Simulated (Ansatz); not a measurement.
Equation of state of K₂S from a dense series

```xyz
3
Lattice="0.0000 3.6955 3.6955 3.6955 0.0000 3.6955 3.6955 3.6955 0.0000" Properties=species:S:1:pos:R:3 pbc="T T T"
K     1.8478    1.8478    1.8478
K     5.5433    5.5433    5.5433
S     0.0000    0.0000    0.0000
```

Atoms are numbered in the order listed.

The cell is COD entry 1011375, as deposited and not checked against the literature; nothing was relaxed.

All numbers below come from DFT, PBEsol, all-electron LAPW, scalar-relativistic in Ansatz 0.2.0.

The runs use a Γ-centred 7×7×7 k mesh, Fermi–Dirac smearing of 0.01 eV, basis error target 0.5 meV/atom, no spin polarisation.

The cell is scaled evenly. Fractional coordinates are held (clamped ions).

```tsv
V (Å³/atom)	P (GPa)
31.627	0.87
32.300	0.39
32.973	-0.04
33.309	-0.24
33.646	-0.42
33.982	-0.60
34.319	-0.77
34.991	-1.07
```

Q: Fit a third-order Birch–Murnaghan curve to the pressures.

A: P = (3B0/2)(y^(7/2) − y^(5/2))[1 + (3/4)(B0′ − 4)(y − 1)] with y = (V0/V)^(2/3) fits within 0.01 GPa for V0 = 32.906 Å³/atom, B0 = 20.1 GPa and B0′ = 4.56.

Q: Predict the pressure at the withheld volume, 35.664 Å³/atom.

A: There y = 0.9477, so the fit gives -1.34 GPa; the run gave -1.35 GPa.
